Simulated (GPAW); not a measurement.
# Ru (P6_3/mmc) in GPAW: a series of runs, part 2 of 2

GPAW 26.7.0. The steps go on from the part before.

### Step 3. Relaxation of cell and atoms, revPBE+D4

Contents of run.py:

```python
from ase.calculators.mixing import SumCalculator
from ase.filters import FrechetCellFilter
from ase.io import read, write
from ase.optimize import BFGS
from dftd4.ase import DFTD4
from gpaw import GPAW, PW

atoms = read('Ru.xyz')

calc = GPAW(mode=PW(600),
            xc='revPBE',
            kpts={'size': (11, 11, 6), 'gamma': True},
            occupations={'name': 'fermi-dirac', 'width': 0.05},
            nbands=29,
            convergence={'density': 1e-05, 'forces': 0.0001},
            maxiter=150,
            txt='gpaw.txt')
atoms.calc = SumCalculator([calc, DFTD4(method='revpbe')])
opt = BFGS(FrechetCellFilter(atoms), trajectory='relax.traj', logfile='-')
done = opt.run(fmax=0.02, steps=100)
calc.write('gs.gpw')
write('result.traj', atoms)
print('Converged:', done)
print('Cell:', atoms.cell.cellpar().round(4))
print('Volume:', round(atoms.get_volume(), 4))
print(atoms.get_scaled_positions().round(5))
```

Contents of Ru.xyz:

```xyz
2
Lattice="2.7058000000 0.0000000000 0.0000000000 -1.3529000000 2.3432915376 0.0000000000 0.0000000000 0.0000000000 4.2819000000" Properties=species:S:1:pos:R:3 pbc="T T T"
Ru     1.3529000001      0.7810971791      3.2114250000
Ru    -0.0000000001      1.5621943585      1.0704750000
```

Potentials or basis: the program's PAW data sets (release 1.2.1) made for this functional, pw.

The run is started by

```
OMP_NUM_THREADS=1 python run.py
```

Wall time 86 s (1 thread of Arm Neoverse V1, shared host); peak memory 0.27 GiB.

The run converged. Its results:

- Free energy: -19.5923 eV
- Relaxed volume: 13.46 Å³/atom
- Relaxed cell: a = 2.698 Å, b = 2.698 Å, c = 4.271 Å, α = 90.00°, β = 90.00°, γ = 120.00°
- Space group after relaxing (to 0.05 Å): P6_3/mmc (No. 194)
- Energy gained by relaxing: 0.8 meV/atom
- Ionic steps: 3
- Pressure after relaxing: 0.0 GPa
- Band gap on the k mesh: none (metal or under the smearing width)
- Dispersion energy per atom: -0.862 eV

Stress tensor (GPa, compression positive):
```
-0.05  0.00  0.00
 0.00 -0.05  0.00
 0.00  0.00  0.15
```

Step by step:
```
step  energy change (eV)  largest force (eV/Å)  pressure (GPa)  volume (Å³)
   1              0.0000                0.0000           -2.67        27.15
   2             -0.0014                0.0000           -1.14        27.02
   3             -0.0016                0.0000            0.02        26.92
```

Final structure:
```xyz
2
Lattice="2.6979 0.0000 0.0000 -1.3490 2.3365 0.0000 0.0000 0.0000 4.2708" Properties=species:S:1:pos:R:3 pbc="T T T"
Ru    1.3490    0.7788    3.2031
Ru    0.0000    1.5576    1.0677
```

Levels at points of the mesh, in eV from the Fermi level:
```tsv
k point	band 12	band 13	band 14	band 15	band 16	band 17	band 18	band 19	band 20	band 21
(0.00, 0.00, 0.00)	-2.54	-2.37	-1.86	-1.86	-1.33	-1.33	1.25	1.25	1.41	10.51
(0.00, 0.00, 0.50)	-2.71	-2.71	-2.71	-2.64	-2.64	0.61	0.61	0.61	0.61	14.85
```

Caveat: later steps reuse the first step's grids; pairwise dispersion overbinds metals, which lowers pressure and volume.

### Step 4. Relaxation of cell and atoms, BLYP+D3(BJ)

Contents of run.py:

```python
from ase.calculators.mixing import SumCalculator
from ase.filters import FrechetCellFilter
from ase.io import read, write
from ase.optimize import BFGS
from dftd3.ase import DFTD3
from gpaw import GPAW, PW, setup_paths

setup_paths.insert(0, '.')

atoms = read('Ru.xyz')

calc = GPAW(mode=PW(600),
            xc='BLYP',
            kpts={'size': (11, 11, 6), 'gamma': True},
            occupations={'name': 'fermi-dirac', 'width': 0.05},
            nbands=29,
            convergence={'density': 1e-05, 'forces': 0.0001},
            eigensolver='davidson',
            maxiter=150,
            txt='gpaw.txt')
atoms.calc = SumCalculator([calc, DFTD3(method='blyp', damping='d3bj')])
opt = BFGS(FrechetCellFilter(atoms), trajectory='relax.traj', logfile='-')
done = opt.run(fmax=0.01, steps=100)
calc.write('gs.gpw')
write('result.traj', atoms)
print('Converged:', done)
print('Cell:', atoms.cell.cellpar().round(4))
print('Volume:', round(atoms.get_volume(), 4))
print(atoms.get_scaled_positions().round(5))
```

Ru.xyz is that of step 3.

Potentials or basis: PAW data sets generated in the run's folder for this functional, pw.

The run is started by

```
gpaw-setup -f BLYP Ru
OMP_NUM_THREADS=1 python run.py
```

Run time: 75 s. Hardware: 1 thread of Arm Neoverse V1, shared host; peak memory 0.24 GiB.

It converged, with:

```
Free energy                            : -19.2438 eV
Relaxed volume                         : 13.52 Å³/atom
Relaxed cell                           : a = 2.703 Å, b = 2.703 Å, c = 4.275 Å, α = 90.00°, β = 90.00°, γ = 120.00°
Space group after relaxing (to 0.05 Å) : P6_3/mmc (No. 194)
Energy gained by relaxing              : 0.1 meV/atom
Ionic steps                            : 3
Pressure after relaxing                : 0.0 GPa
Band gap on the k mesh                 : none (metal or under the smearing width)
Dispersion energy per atom             : -1.456 eV
```

Step by step:
```tsv
step	energy change (eV)	largest force (eV/Å)	pressure (GPa)	volume (Å³)
1	0.0000	0.0000	-1.21	27.15
2	-0.0002	0.0000	-0.53	27.09
3	-0.0002	0.0000	0.01	27.04
```

Final structure:
```cif
data_structure
_symmetry_space_group_name_H-M 'P 1'
_symmetry_Int_Tables_number 1
_cell_length_a 2.7026
_cell_length_b 2.7026
_cell_length_c 4.2753
_cell_angle_alpha 90.000
_cell_angle_beta 90.000
_cell_angle_gamma 120.000
_cell_volume 27.04
loop_
_atom_site_label
_atom_site_type_symbol
_atom_site_fract_x
_atom_site_fract_y
_atom_site_fract_z
_atom_site_occupancy
Ru1 Ru 0.66667 0.33333 0.75000 1
Ru2 Ru 0.33333 0.66667 0.25000 1
```

Levels at points of the mesh, in eV from the Fermi level:
```tsv
k point	band 14	band 15	band 16	band 17	band 18	band 19
(0.00, 0.00, 0.00)	-1.87	-1.87	-1.35	-1.35	1.24	1.24
(0.00, 0.00, 0.50)	-2.70	-2.55	-2.55	0.58	0.58	0.58
```

Caveat: later steps reuse the first step's grids; pairwise dispersion overbinds metals, which lowers pressure and volume.

### Step 5. Relaxation of cell and atoms, RPBE

Contents of run.py:

```python
from ase.filters import FrechetCellFilter
from ase.io import read, write
from ase.optimize import BFGS
from gpaw import GPAW, PW

atoms = read('Ru.xyz')

calc = GPAW(mode=PW(600),
            xc='RPBE',
            kpts={'size': (11, 11, 6), 'gamma': True},
            occupations={'name': 'fermi-dirac', 'width': 0.05},
            nbands=29,
            convergence={'density': 1e-05, 'forces': 0.0001},
            maxiter=150,
            txt='gpaw.txt')
atoms.calc = calc
opt = BFGS(FrechetCellFilter(atoms), trajectory='relax.traj', logfile='-')
done = opt.run(fmax=0.02, steps=60)
calc.write('gs.gpw')
write('result.traj', atoms)
print('Converged:', done)
print('Cell:', atoms.cell.cellpar().round(4))
print('Volume:', round(atoms.get_volume(), 4))
print(atoms.get_scaled_positions().round(5))
```

Ru.xyz is that of step 4.

Potentials or basis: the program's PAW data sets (release 1.2.1) made for this functional, pw.

The run is started by

```
OMP_NUM_THREADS=1 python run.py
```

It took 1.9 min on 1 thread of Arm Neoverse V1, shared host; peak memory 0.27 GiB.

It converged, with:

- Free energy: -17.6141 eV
- Relaxed volume: 13.95 Å³/atom
- Relaxed cell: a = 2.731 Å, b = 2.731 Å, c = 4.321 Å, α = 90.00°, β = 90.00°, γ = 120.00°
- Space group after relaxing (to 0.05 Å): P6_3/mmc (No. 194)
- Energy gained by relaxing: 10.4 meV/atom
- Ionic steps: 4
- Pressure after relaxing: 0.0 GPa
- Band gap on the k mesh: none (metal or under the smearing width)

Stress tensor (GPa, compression positive):
```
 0.07  0.00  0.00
 0.00  0.07  0.00
 0.00  0.00 -0.14
```

Step by step:
```tsv
step	energy change (eV)	largest force (eV/Å)	pressure (GPa)	volume (Å³)
1	0.0000	0.0001	8.65	27.15
2	-0.0168	0.0000	3.59	27.58
3	-0.0209	0.0000	0.14	27.90
4	-0.0209	0.0000	0.00	27.91
```

Final structure:
```yaml
crystal:
  lattice:
    - [2.73095, 0.00000, 0.00000]
    - [-1.36548, 2.36507, 0.00000]
    - [0.00000, 0.00000, 4.32116]
  atoms:
    - { symbol: Ru, position: [0.66667, 0.33333, 0.75000] }
    - { symbol: Ru, position: [0.33333, 0.66667, 0.25000] }
```

Levels at points of the mesh, in eV from the Fermi level:
| k point | band 13 | band 14 | band 15 | band 16 | band 17 | band 18 | band 19 | band 20 |
| --- | --- | --- | --- | --- | --- | --- | --- | --- |
| (0.00, 0.00, 0.00) | -2.24 | -1.76 | -1.76 | -1.26 | -1.26 | 1.18 | 1.18 | 1.37 |
| (0.00, 0.00, 0.50) | -2.57 | -2.57 | -2.53 | -2.53 | 0.57 | 0.57 | 0.57 | 0.57 |

Caveat: later steps reuse the first step's grids. RPBE and its kin give volumes clearly too large for solids.

### Step 6. Overview

| level | potentials or basis | k mesh | fmax | max steps | convergence | eigensolver | gap on the mesh (eV) | pressure (GPa) | relaxed volume (Å³/atom) |
| --- | --- | --- | --- | --- | --- | --- | --- | --- | --- |
| PBEsol+D4 | PAW data sets generated in the run's folder for this functional, pw | 8 × 8 × 5 | 0.02 eV/Å | 40 | - | - | none | 0.0 | 13.14 |
| revPBE+D4 | the program's PAW data sets (release 1.2.1) made for this functional, pw | 11 × 11 × 6 | 0.02 eV/Å | 100 | density=1e-05 forces=0.0001 | - | none | 0.0 | 13.46 |
| BLYP+D3(BJ) | PAW data sets generated in the run's folder for this functional, pw | 11 × 11 × 6 | 0.01 eV/Å | 100 | density=1e-05 forces=0.0001 | davidson | none | 0.0 | 13.52 |
| RPBE | the program's PAW data sets (release 1.2.1) made for this functional, pw | 11 × 11 × 6 | 0.02 eV/Å | 60 | density=1e-05 forces=0.0001 | - | none | 0.0 | 13.95 |

Alike in all rows: task relaxation of cell and atoms; no spin polarisation; cell relaxed; cutoff (eV) 600; smearing fermi-dirac 0.05 eV.

Caveats: later steps reuse the first step's grids; pairwise dispersion overbinds metals, which lowers pressure and volume (some runs).

Total energies depend on the potentials used, so only differences within one code and one set of settings carry meaning.
